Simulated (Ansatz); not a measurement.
**ZnS: generalised stacking fault**

The calculation used DFT PBE, scalar-relativistic, plane waves, PAW (Ansatz). The runs took a 420 eV cutoff, a Γ-centred 7×7×3 mesh and Gaussian smearing (0.05 eV). No spin polarisation. Energies are free energies at this smearing, counted from the undisturbed cell; pressure is positive in compression.

Zero of the scan (relaxed at this level):

```
Zn S
1.0
    -2.72156   -2.72156    0.00000
     2.72156   -2.72156    0.00000
     0.00000    0.00000   10.88626
Zn S
4 4
Cartesian
  0.0000 0.0000 10.2059
  0.0000 -2.7216 2.0412
  0.0000 0.0000 4.7627
  0.0000 -2.7216 7.4843
  -1.3608 -1.3608 3.4020
  1.3608 -1.3608 6.1235
  -1.3608 -1.3608 8.8451
  1.3608 -1.3608 0.6804
```

The cut lies on the cell's a–b face, a (0 -1 0) plane (indices in the standard cell, whose axes needn't be the Cartesian ones shown) of area 14.81 Å², between layers 1.36 Å apart. Vector c is tilted by f times 1·a − 1·b (length 5.443 Å) with the atoms' Cartesian places fixed: one unrelaxed fault a cell.

```csv
f,γ (mJ/m²)
0.0000,0
0.0833,368
0.1667,1267
0.2500,2090
0.3333,2425
0.4167,2545
0.5000,2630
```

By symmetry 0.6667 repeats 0.3333, 0.8333 repeats 0.1667, 0.5833 repeats 0.4167, 0.7500 repeats 0.2500, 0.9167 repeats 0.0833 in energy, with the opposite slope along the path.

Cost: 7 runs of about 5.6 core-minutes in all, on Arm Neoverse V2 (shared hosts).